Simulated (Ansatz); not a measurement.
Wanted: the native input for an Ansatz 0.2.0 run.

- Task: band structure
- Functional: PBEsol
- Potentials or basis: all-electron LAPW, scalar-relativistic
- Cutoff: 207 eV (chosen from the basis error)
- Basis error allowed: 0.001 eV/atom
- k mesh: 10 × 10 × 10
- Occupations: fermi-dirac, width 0.05 eV
- Spin: no spin polarisation

Crystal: HgTe.

```
Hg Te
1.0
    -3.04560    3.04560    1.55941
     3.04560   -3.04560    1.55941
     3.04560    3.04560   -1.55941
Hg Te
1 1
Cartesian
  0.0000 3.0456 0.7797
  0.0000 0.0000 0.0000
```

Measurements of this composition are mostly on another form, of space group No. 216.

These files were run (other wordings do the same):

input.yaml

```yaml
crystal:
  lattice:
    - [-3.045603, 3.045603, 1.55941]
    - [3.045603, -3.045603, 1.55941]
    - [3.045603, 3.045603, -1.55941]
  atoms:
    - { symbol: Hg, position: [0.75, 0.25, 0.5] }
    - { symbol: Te, position: [0.0, 0.0, 0.0] }
kpoints:
  mp_grid: { grid: [10, 10, 10] }
  band_path:
    path:
      - [0.0, 0.0, 0.0]
      - [0.0, 0.0, 0.5]
      - [-0.5, 0.5, 0.5]
      - [0.0, 0.0, 0.0]
      - [0.3155411497, 0.3155411497, -0.3155411497]
      - [0.25, 0.25, 0.25]
      - [0.0, 0.5, 0.0]
      - [-0.3155411497, 0.6844588503, 0.3155411497]
    npoints: 12
scf:
  occupations: { method: fermi_dirac, width: 0.05 }
hamiltonian:
  xc: pbesol
  pseudopotentials: { kind: all_electron, lapw: { basis_error: 0.001 } }
output:
  forces: true
  stress: true
  eigenvalues: true
```

Potentials or basis: all-electron LAPW, scalar-relativistic.

Launch:

```console
$ ansatz run input.yaml --threads 1 --pin off --max-ram 3072MiB --backend cpu --events-out ev --progress --plain --runs-dir out
```

Results of the run:

```json
{"Pressure": "-3.3 GPa", "Band gap along the path": "none (metal or under the smearing width)"}
```

Caveat: spin-orbit coupling is left out, which moves the levels of the heavy elements.

It took 4.2 min on 1 thread of Intel(R) Xeon(R) Processor @ 2.50GHz (Skylake/Cascade Lake) (shared host), peak memory 0.48 GiB.
